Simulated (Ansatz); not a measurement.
The system is MoS2.

```xyz
6
Lattice="3.1690 0.0000 0.0000 -1.5845 2.7444 0.0000 0.0000 0.0000 12.3240" Properties=species:S:1:pos:R:3 pbc="T T T"
Mo    1.5845    0.9148    9.2430
Mo    0.0000    1.8296    3.0810
S     1.5845    0.9148    4.6461
S     0.0000    1.8296   10.8081
S     1.5845    0.9148    1.5159
S     0.0000    1.8296    7.6779
```

Base run:

| Quantity | Value |
| --- | --- |
| Program | Ansatz 0.2.0 |
| Functional | LDA |
| Potentials or basis | Ansatz PAW |
| Cutoff | 420 eV (not typed: the program's choice for these potentials) |
| k mesh | 10 × 10 × 3 |
| Occupations | fermi-dirac, width 0.05 eV |
| Spin | no spin polarisation |
| Hubbard terms | Mo d U = 5 eV |

Its results: band gap on the k mesh 1.00 eV, indirect (least direct gap 1.61 eV); pressure -5.7 GPa; largest force 0.497 eV/Å.

**Question.** The run is repeated on the same cell with these changes: hubbard terms from Mo d U = 5 eV to Mo d U = 3 eV. What comes out?

**Answer.** Band gap on the k mesh 0.92 eV, indirect (least direct gap 1.75 eV); pressure -5.7 GPa; largest force 0.491 eV/Å.

Caveats: odd divisions of the mesh miss points on the zone boundary, where band edges often lie, so the gap on the mesh can be too wide; the PAW data sets come from PBE, with cores solved anew for the run's functional, which leaves a small shift of forces and pressure; the density of states is complete only up to the lowest level of the last band computed.

A k mesh can miss the band edges.
